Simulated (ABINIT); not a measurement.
# ZnSe (Stilleite) (F-43m) in ABINIT: notebook

One crystal, ZnSe (Stilleite), is run at these levels: PBEsol; tasks: single point.

Everything below comes from runs of ABINIT 10.8.3 (patched build). Logs are shortened: lines on timing, memory, paths and dates and some standing lists are left out, and cuts for length are marked. The log counts tension as positive stress, the text compression.

**Experimental background.**

From “Alloy Disordering Effects on the Thermal Conductivity and Energy Gap Temperature Dependence of Cd1−xZnxSe Ternary Crystals Grown by the Bridgman Method”, 2023, pmc:10253836, for a bulk crystal of ZnSe at 300 K: band gap 2.695 ± 0.003 eV (an exciton energy, a little under the gap).

The runs below are set against these values where they give the same quantity.

**1. Starting point**

It takes space group F-43m (No. 216, cubic). Conventional cell: a = 5.668 Å, b = 5.668 Å, c = 5.668 Å, α = 90.00°, β = 90.00°, γ = 90.00°. Se (site symmetry -43m) has 4 Zn at 2.45 Å as nearest neighbours. Zn (site symmetry -43m) has 4 Se at 2.45 Å as nearest neighbours.

**2. Single point, PBEsol**

Contents of run.abi:

```
# Pseudopotentials
pp_dirpath "./"
pseudos "Se.GGA_PBE-JTH.xml, Zn.GGA_PBE-JTH.xml"

# Structure
acell 4.0075983931 4.0075983931 4.0075983931 Angstrom
rprim
     0.0000000000     0.7071067812     0.7071067812
     0.7071067812     0.0000000000     0.7071067812
     0.7071067812     0.7071067812     0.0000000000
ntypat 2
znucl 34 30
natom 2
typat 1 2
xcart
     4.2507000000     4.2507000000     4.2507000000
     0.0000000000     0.0000000000     0.0000000000 Angstrom

# Plane-wave basis
ecut 20.0
pawecutdg 40.0

# k points
kptopt 1
ngkpt 5 5 5
nshiftk 1
shiftk 0.0 0.0 0.0

# Exchange and correlation
ixc -116133

# Bands and occupations
nband 13
occopt 3
tsmear 0.05 eV

# SCF cycle
nstep 100
tolvrs 1.0e-9

# Output
iomode 3
prtwf 0
prtden 0
prteig 0
prtebands 0
enunit 2
prtvol 2
```

Potentials or basis: JTH PAW PBE v2.0.

On the command line:

```console
> abinit run.abi > log 2>&1
```

run.abo:

```text
.Version 10.8.3 of ABINIT
 Symmetries : space group F-4 3 m (#216); Bravais cF (face-center cubic)
================================================================================
 Values of the parameters that define the memory need of the present run
     intxc =       0    ionmov =       0      iscf =      17    lmnmax =      18
     lnmax =       6     mgfft =      32  mpssoang =       3    mqgrid =    3001
     natom =       2  nloc_mem =       2    nspden =       1   nspinor =       1
    nsppol =       1      nsym =      24    n1xccc =       1    ntypat =       2
    occopt =       3   xclevel =       2
       mpw =        1326          nfft =       32768          nkpt =          10
 PAW method is used; the additional fine FFT grid is defined by:
   mgfftf=        45    nfftf =     91125
================================================================================
================================================================================

--------------------------------------------------------------------------------
------------- Echo of variables that govern the present computation ------------
--------------------------------------------------------------------------------
 -outvars: echo values of preprocessed input variables --------
            acell      7.5732633856E+00  7.5732633856E+00  7.5732633856E+00 Bohr
              amu      7.89600000E+01  6.53900000E+01
             ecut      2.00000000E+01 Hartree
           enunit           2
              ixc     -116133
         kptrlatt        5    0    0      0    5    0      0    0    5
          kptrlen      3.78663169E+01
            natom           2
            nband          13
            ngfft          32      32      32
          ngfftdg          45      45      45
             nkpt          10
            nstep         100
             nsym          24
           ntypat           2
           occopt           3
        pawecutdg      4.00000000E+01 Hartree
         pawxcdev           0
           prtden           0
        prtebands           0
           prteig           0
           prtvol           2
            prtwf           0
            rprim      0.0000000000E+00  7.0710678120E-01  7.0710678120E-01
                       7.0710678120E-01  0.0000000000E+00  7.0710678120E-01
                       7.0710678120E-01  7.0710678120E-01  0.0000000000E+00
          spgroup         216
           tolvrs      1.00000000E-09
           tsmear      1.83746611E-03 Hartree
            typat      1  2
           useylm           1
           xangst      4.2507000000E+00  4.2507000000E+00  4.2507000000E+00
                      -1.3085026649E-10 -1.3085026649E-10 -1.3085026649E-10
            xcart      8.0326588434E+00  8.0326588434E+00  8.0326588434E+00
                      -2.4727116717E-10 -2.4727116717E-10 -2.4727116717E-10
             xred      7.4999999998E-01  7.4999999998E-01  7.4999999998E-01
                      -2.3087420864E-11 -2.3087420864E-11 -2.3087420864E-11
            znucl       34.00000   30.00000

================================================================================

 chkinp: Checking input parameters for consistency.

================================================================================
== DATASET  1 ==================================================================

--- !DatasetInfo
iteration_state: {dtset: 1, }
dimensions: {natom: 2, nkpt: 10, mband: 13, nsppol: 1, nspinor: 1, nspden: 1, mpw: 1326, }
cutoff_energies: {ecut:  20.0, pawecutdg:  40.0, }
electrons: {nelect:   1.80000000E+01, charge:   0.00000000E+00, occopt:   3.00000000E+00, tsmear:   1.83746611E-03, }
meta: {optdriver: 0, ionmov: 0, optcell: 0, iscf: 17, paral_kgb: 0, }
...

 Real(R)+Recip(G) space primitive vectors, cartesian coordinates (Bohr,Bohr^-1):
 R(1)=  0.0000000  5.3551059  5.3551059  G(1)= -0.0933688  0.0933688  0.0933688
 R(2)=  5.3551059  0.0000000  5.3551059  G(2)=  0.0933688 -0.0933688  0.0933688
 R(3)=  5.3551059  5.3551059  0.0000000  G(3)=  0.0933688  0.0933688 -0.0933688
 Unit cell volume ucvol=  3.0713845E+02 bohr^3
 Angles (23,13,12)=  6.00000000E+01  6.00000000E+01  6.00000000E+01 degrees

 Coarse grid specifications (used for wave-functions):

 getcut: wavevector=  0.0000  0.0000  0.0000  ngfft=  32  32  32
         ecut(hartree)=     20.000   => boxcut(ratio)=   2.09888

[... 159 lines left out ...]
   2.00000    2.00000    2.00000    2.00000    2.00000    2.00000    1.99999    1.99999
   1.99999    0.00003    0.00000    0.00000    0.00000
 kpt#   2, nband= 13, wtk=  0.06400, kpt=  0.2000  0.0000  0.0000 (reduced coord)
  -0.38861   -0.14902   -0.14864   -0.14864   -0.13638   -0.13638    0.00207    0.07800
   0.07800    0.18557    0.31059    0.32034    0.32034
      occupation numbers for kpt#   2
   2.00000    2.00000    2.00000    2.00000    2.00000    2.00000    2.00000    2.00000
   2.00000    0.00000    0.00000    0.00000    0.00000
 kpt#   3, nband= 13, wtk=  0.06400, kpt=  0.4000  0.0000  0.0000 (reduced coord)
  -0.37159   -0.14696   -0.14696   -0.13845   -0.13579   -0.13579   -0.08446    0.06106
   0.06106    0.18216    0.32418    0.32418    0.38804
      occupation numbers for kpt#   3
   2.00000    2.00000    2.00000    2.00000    2.00000    2.00000    2.00000    2.00000
[... 28 lines left out ...]
      occupation numbers for kpt#   8
   2.00000    2.00000    2.00000    2.00000    2.00000    2.00000    2.00000    2.00000
   2.00000    0.00000    0.00000    0.00000    0.00000
 kpt#   9, nband= 13, wtk=  0.09600, kpt= -0.4000  0.4000  0.0000 (reduced coord)
  -0.35859   -0.14735   -0.14165   -0.13982   -0.13514   -0.12697   -0.08467   -0.01827
   0.01901    0.21239    0.26933    0.43080    0.44768
      occupation numbers for kpt#   9
   2.00000    2.00000    2.00000    2.00000    2.00000    2.00000    2.00000    2.00000
   2.00000    0.00000    0.00000    0.00000    0.00000
 kpt#  10, nband= 13, wtk=  0.19200, kpt= -0.4000  0.4000  0.2000 (reduced coord)
  -0.36094   -0.14596   -0.14362   -0.13900   -0.13596   -0.12909   -0.07849   -0.01425
   0.01462    0.27316    0.27932    0.32885    0.43331
      occupation numbers for kpt#  10
   2.00000    2.00000    2.00000    2.00000    2.00000    2.00000    2.00000    2.00000
   2.00000    0.00000    0.00000    0.00000    0.00000
 Fermi (or HOMO) energy (eV) =   3.07732   Average Vxc (eV)=  -9.37786
 Eigenvalues (   eV  ) for nkpt=  10  k points:
 kpt#   1, nband= 13, wtk=  0.00800, kpt=  0.0000  0.0000  0.0000 (reduced coord)
 -10.82166   -4.08144   -4.08144   -4.08144   -3.70984   -3.70984    2.46845    2.46845
   2.46845    3.63099    8.19699    8.19699    8.19699
 kpt#   2, nband= 13, wtk=  0.06400, kpt=  0.2000  0.0000  0.0000 (reduced coord)
 -10.57450   -4.05510   -4.04470   -4.04470   -3.71097   -3.71097    0.05626    2.12257
   2.12257    5.04965    8.45158    8.71703    8.71703
 kpt#   3, nband= 13, wtk=  0.06400, kpt=  0.4000  0.0000  0.0000 (reduced coord)
 -10.11141   -3.99889   -3.99889   -3.76747   -3.69507   -3.69507   -2.29834    1.66153
   1.66153    4.95695    8.82147    8.82147   10.55914
 kpt#   4, nband= 13, wtk=  0.04800, kpt=  0.2000  0.2000  0.0000 (reduced coord)
 -10.49169   -4.09823   -4.00674   -4.00674   -3.73378   -3.69174    0.15005    1.54032
   1.54032    6.04089    6.72709    9.74833    9.74833
 kpt#   5, nband= 13, wtk=  0.19200, kpt=  0.4000  0.2000  0.0000 (reduced coord)
 -10.09092   -4.02661   -3.94553   -3.89688   -3.69261   -3.67982   -1.59448    0.69609
   1.06225    6.17273    7.59303    9.41137   10.32536
 kpt#   6, nband= 13, wtk=  0.19200, kpt= -0.4000  0.2000  0.0000 (reduced coord)
  -9.91593   -3.98516   -3.94370   -3.73704   -3.69974   -3.53000   -2.46540    0.04685
   1.24464    6.23646    8.26825    9.84024   10.67484
 kpt#   7, nband= 13, wtk=  0.09600, kpt= -0.2000  0.2000  0.0000 (reduced coord)
 -10.24653   -3.99928   -3.99731   -3.96072   -3.72574   -3.68280   -1.09438    0.52393
   1.89115    6.29102    8.45190    8.94432    9.20276
 kpt#   8, nband= 13, wtk=  0.04800, kpt=  0.4000  0.4000  0.0000 (reduced coord)
  -9.87075   -4.06913   -3.85611   -3.85611   -3.66287   -3.63806   -1.91534    0.42477
   0.42477    5.46210    6.01887   12.20884   12.72286
 kpt#   9, nband= 13, wtk=  0.09600, kpt= -0.4000  0.4000  0.0000 (reduced coord)
  -9.75766   -4.00949   -3.85456   -3.80466   -3.67742   -3.45514   -2.30411   -0.49728
   0.51738    5.77947    7.32878   11.72256   12.18204
 kpt#  10, nband= 13, wtk=  0.19200, kpt= -0.4000  0.4000  0.2000 (reduced coord)
  -9.82180   -3.97177   -3.90802   -3.78228   -3.69953   -3.51284   -2.13584   -0.38772
   0.39793    7.43305    7.60061    8.94858   11.79106
 Total charge density [el/Bohr^3]
)     Maximum=    1.9574E+00  at reduced coord.    0.0000    0.0000    0.0000
)Next maximum=    1.9033E+00  at reduced coord.    0.0000    0.0000    0.9778
)     Minimum=   -1.3633E-02  at reduced coord.    0.7556    0.7556    0.7333
)Next minimum=   -1.3633E-02  at reduced coord.    0.7556    0.7333    0.7556
   Integrated=    1.8000E+01

--- !EnergyTerms
iteration_state     : {dtset: 1, }
comment             : Components of total free energy in Hartree
kinetic             :  9.97636923874695E+00
hartree             :  2.21336515240517E+01
xc                  : -7.98353699438185E+00
Ewald energy        : -4.39185504141465E+01
psp_core            :  2.31142131500866E+00
local_psp           : -7.59518258405667E+01
PAW spherical_terms :  1.95013566760813E+01
internal            : -7.39311144952063E+01
'-kT*entropy'       : -1.15384003349638E-08
total_energy        : -7.39311145067447E+01
total_energy_eV     : -2.01176811243888E+03
...

--- !EnergyTermsDC
iteration_state     : {dtset: 1, }
comment             : '"Double-counting" decomposition of free energy'
band_energy         : -2.15537485793339E+00
Ewald energy        : -4.39185504141465E+01
psp_core            :  2.31142131500866E+00
xc_dc               : -2.44051215770188E+01
PAW spherical_terms : -5.76351027005842E+00
internal            : -7.39311358041483E+01
'-kT*entropy'       : -1.15384003349638E-08
total_energy_dc     : -7.39311358156867E+01
total_energy_dc_eV  : -2.01176869228473E+03
...

--- !EnergyTermsWithPAWCore
iteration_state     : {dtset: 1, }
comment             : 'Components of total free energy, including PAW core contributions'
Total energy        : -4.22315384064869E+03
Total energy DC     : -4.22315386195763E+03
Total energy (eV)   : -1.14917870334090E+05
Total energy DC (eV): -1.14917870913936E+05
...

 Cartesian components of stress tensor (hartree/bohr^3)
  sigma(1 1)=  4.51023222E-05  sigma(3 2)=  0.00000000E+00
  sigma(2 2)=  4.51023222E-05  sigma(3 1)=  0.00000000E+00
  sigma(3 3)=  4.51023222E-05  sigma(2 1)=  0.00000000E+00

-Cartesian components of stress tensor (GPa)         [Pressure= -1.3270E+00 GPa]
- sigma(1 1)=  1.32695613E+00  sigma(3 2)=  0.00000000E+00
- sigma(2 2)=  1.32695613E+00  sigma(3 1)=  0.00000000E+00
- sigma(3 3)=  1.32695613E+00  sigma(2 1)=  0.00000000E+00

== END DATASET(S) ==============================================================
================================================================================

 -outvars: echo values of variables after computation  --------
            acell      7.5732633856E+00  7.5732633856E+00  7.5732633856E+00 Bohr
           etotal     -7.3931135816E+01
            fcart      2.3569607640E-30 -5.4995751161E-30  2.3569607640E-30
                      -2.3569607640E-30  5.4995751161E-30 -2.3569607640E-30
            rprim      0.0000000000E+00  7.0710678120E-01  7.0710678120E-01
                       7.0710678120E-01  0.0000000000E+00  7.0710678120E-01
                       7.0710678120E-01  7.0710678120E-01  0.0000000000E+00
           strten      4.5102322244E-05  4.5102322244E-05  4.5102322244E-05
                       0.0000000000E+00  0.0000000000E+00  0.0000000000E+00
           xangst      4.2507000000E+00  4.2507000000E+00  4.2507000000E+00
                      -1.3085026649E-10 -1.3085026649E-10 -1.3085026649E-10
             xred      7.4999999998E-01  7.4999999998E-01  7.4999999998E-01
                      -2.3087420864E-11 -2.3087420864E-11 -2.3087420864E-11
 Calculation completed.
```

Run time: 21 s. Hardware: 1 thread of Arm Neoverse V1, shared host; peak memory 0.1 GiB.

Results:

| Property | Result |
| --- | --- |
| Free energy | -2011.7687 eV |
| Band gap on the k mesh | 1.16 eV, direct |
| Valence electrons inside the program's atomic spheres | Se 4.01; Zn 10.77 |

Caveat: the cutoff is too short for stress, so the log's stress isn't used; the PAW data sets were made with another functional, which shifts forces and pressure a little.

[end of part 1 of 2]
